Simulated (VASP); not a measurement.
Re, 1 atom in the cell. The structure is cubic, space group Fm-3m (No. 225). The conventional cell has a = 3.950 Å, b = 3.950 Å, c = 3.950 Å, α = 90.00°, β = 90.00°, γ = 90.00°. Around Re (site symmetry m-3m) lie 12 Re at 2.79 Å. This isn't the form of Re at room conditions, which is hcp.

| Property | Result |
| --- | --- |
| Program | VASP 6.6.1 |
| Task | single point |
| Functional | LDA |
| Potentials or basis | VASP PAW LDA potentials, release 64 (Re) |
| Cutoff | 520 eV |
| k mesh | 12 × 12 × 12 |
| Occupations | gaussian, width 0.05 eV |
| Spin | no spin polarisation |
| Further INCAR settings | ALGO = Normal; EDIFF = 1e-06 |

Potentials or basis: VASP PAW LDA potentials, release 64 (Re).

Command:

```sh
$ cat potpaw_LDA.64/Re/POTCAR > POTCAR
$ mpirun -np 1 vasp_std > vasp.out
```

Hardware: 1 thread of Intel(R) Xeon(R) Platinum 8488C (Sapphire Rapids) (shared host).

Problem. How long does it take, and how much memory?

Solution. Wall time 4.4 s on 1 thread of Intel(R) Xeon(R) Platinum 8488C (Sapphire Rapids) (shared host), peak memory 0.13 GiB. Counts: scf iterations 11, k points 72.
